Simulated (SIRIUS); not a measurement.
Crystal: ZrC.

```
CELL_PARAMETERS angstrom
0.00000 2.36500 2.36500
2.36500 0.00000 2.36500
2.36500 2.36500 0.00000
ATOMIC_POSITIONS crystal
Zr 0.50000 0.50000 0.50000
C 0.00000 0.00000 0.00000
```

| Property | Result |
| --- | --- |
| Program | SIRIUS 7.10.0 |
| Task | relaxation of cell and atoms |
| Functional | revPBE |
| Dispersion | D3(BJ) |
| Potentials or basis | PseudoDojo 0.4.1 PBE standard (scalar relativistic) |
| Cutoff | 1127 eV |
| Density cutoff | 4507 eV |
| k mesh | 5 × 5 × 5 |
| Occupations | fermi-dirac, width 0.05 eV |
| Spin | no spin polarisation |

At the start: pressure -10.1 GPa; volume 13.23 Å³/atom.

How do energy, volume and symmetry change on relaxing?

Over 4 steps the energy falls by 20.5 meV/atom and the volume is 12.60 Å³/atom (-4.7 %); space group Fm-3m (No. 225, to 0.05 Å).

Step by step:
```csv
step,energy change (eV),largest force (eV/Å),pressure (GPa),volume (Å³)
1,0.0000,0.0000,-10.13,26.46
2,-0.0245,0.0000,-6.63,25.99
3,-0.0409,0.0000,0.35,25.16
4,-0.0410,0.0000,-0.01,25.20
```

Final structure:
```xyz
2
Lattice="0.0000 2.3270 2.3270 2.3270 0.0000 2.3270 2.3270 2.3270 0.0000" Properties=species:S:1:pos:R:3 pbc="T T T"
Zr    2.3270    2.3270    2.3270
C     0.0000    0.0000    0.0000
```

Caveat: the k mesh is coarse (spacing up to 0.46 Å⁻¹), so the values aren't converged; the potentials were made for another functional, which shifts forces and pressure; pairwise dispersion overbinds metals, which lowers pressure and volume.
